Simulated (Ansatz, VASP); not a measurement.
This is a calculation of Li for Ansatz 0.2.0.

Contents of input.yaml:

```yaml
crystal:
  lattice:
    - [0.0, 2.0816223861, 2.0816223861]
    - [2.0816223861, 0.0, 2.0816223861]
    - [2.0816223861, 2.0816223861, 0.0]
  atoms:
    - { symbol: Li, position: [0.0, 0.0, 0.0] }
hamiltonian:
  xc: pbesol
  pseudopotentials: { kind: paw }
  dispersion: d4
kpoints:
  mp_grid: { grid: [10, 10, 10] }
scf:
  occupations: { method: fermi_dirac, width: 0.05 }
output:
  forces: true
  stress: true
  eigenvalues: true
```

Potentials or basis: Ansatz PAW.

Command:

```sh
$ ansatz run input.yaml --threads 1 --pin off --max-ram 2560MiB --backend cpu --events-out ev --progress --plain --runs-dir out
```

**Question.** Set up the same calculation for VASP 6.6.1. Potentials there: VASP PAW PBE potentials, release 64 (Li_sv).

**Answer.** As run (the cutoff follows the program's own potentials):

File INCAR:

```
  ALGO = Normal
  EDIFF = 1E-7
  ENCUT = 520
  GGA = PS
  ISIF = 2
  ISMEAR = -1
  IVDW = 13
  LASPH = True
  LCHARG = True
  LELF = True
  LREAL = False
  LVHAR = True
  LWAVE = False
  NBANDS = 8
  NELM = 80
  PREC = Accurate
  SIGMA = 0.05
```

File KPOINTS:

```
k-points
0
Gamma
  10 10 10
```

POSCAR

```
Li
1.0
    0.0000000000      2.0816223861      2.0816223861
    2.0816223861      0.0000000000      2.0816223861
    2.0816223861      2.0816223861      0.0000000000
Li
1
Direct
    0.0000000000      0.0000000000      0.0000000000
```

Potentials or basis: VASP PAW PBE potentials, release 64 (Li_sv).

Launch:

```sh
$ cat potpaw_PBE.64/Li_sv/POTCAR > POTCAR
$ mpirun -np 1 vasp_std > vasp.out
```

Both were run:

|  | VASP | Ansatz | Ansatz less VASP |
| --- | --- | --- | --- |
| gap on the k mesh at the Fermi level (eV) | none | none | - |
| dispersion energy (meV/atom) | -12.6 | -12.6 | -0.02 |

A gap of «none» marks a metal or a gap that the smearing closes.
